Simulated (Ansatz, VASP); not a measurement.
Given: the input of a run of Ansatz 0.2.0 on GaAs.

input.yaml

```yaml
crystal:
  lattice:
    - [0.0, 2.82685, 2.82685]
    - [2.82685, 0.0, 2.82685]
    - [2.82685, 2.82685, 0.0]
  atoms:
    - { symbol: As, position: [0.75, 0.75, 0.75] }
    - { symbol: Ga, position: [0.0, 0.0, 0.0] }
hamiltonian:
  xc: pbe
  pseudopotentials: { kind: paw }
kpoints:
  mp_grid: { grid: [8, 8, 8] }
scf:
  occupations: { method: gaussian, width: 0.012 }
output:
  forces: true
  stress: true
  eigenvalues: true
```

Potentials or basis: Ansatz PAW.

Command:

```bash
$ ansatz run input.yaml --threads 2 --pin off --max-ram 5632MiB --backend cpu --events-out ev --progress --plain --runs-dir out
```

Problem. Set up the same calculation for VASP 6.6.1. Potentials there: VASP PAW PBE potentials, release 64 (As, Ga_d).

Solution. As run (the cutoff follows the program's own potentials):

The input INCAR:

```
ALGO     = Fast           # electronic algorithm
EDIFF    = 1E-6           # SCF threshold, eV
ENCUT    = 520            # plane-wave cutoff, eV
GGA      = PE             # functional
ISIF     = 2              # what is computed and relaxed
ISMEAR   = 0              # smearing method
LASPH    = T              # aspherical terms in the spheres
LCHARG   = T              # write CHGCAR
LELF     = T              # ELF
LREAL    = F              # projectors in reciprocal space
LVHAR    = T            
LWAVE    = F              # write WAVECAR
NELM     = 100            # most SCF steps
PREC     = Accurate       # precision mode
SIGMA    = 0.012          # smearing width, eV
```

KPOINTS

```
k-points
0
Gamma
  8 8 8
```

File POSCAR:

```
GaAs
1.0
    0.0000000000      2.8268500000      2.8268500000
    2.8268500000      0.0000000000      2.8268500000
    2.8268500000      2.8268500000      0.0000000000
As Ga
1 1
Direct
    0.7500000000      0.7500000000      0.7500000000
    0.0000000000      0.0000000000      0.0000000000
```

Potentials or basis: VASP PAW PBE potentials, release 64 (As, Ga_d).

The run is started by

```sh
$ cat potpaw_PBE.64/As/POTCAR potpaw_PBE.64/Ga_d/POTCAR > POTCAR
$ mpirun -np 1 vasp_std > vasp.out
```

Both were run:

|  | VASP | Ansatz | Ansatz less VASP |
| --- | --- | --- | --- |
| gap on the k mesh at the Fermi level (eV) | 0.52 | 0.52 | -0.004 |
| least direct gap on the mesh (eV) | 0.52 | 0.52 | -0.004 |
| pressure (GPa) | 3.5 | 3.3 | -0.19 |

With one functional, cell and mesh, what is left measures potentials, basis and numerics. The two sets of potentials don't hold the same shells in valence.

A k mesh can miss the band edges. As with any semilocal functional, this PBE gap is likely too small.
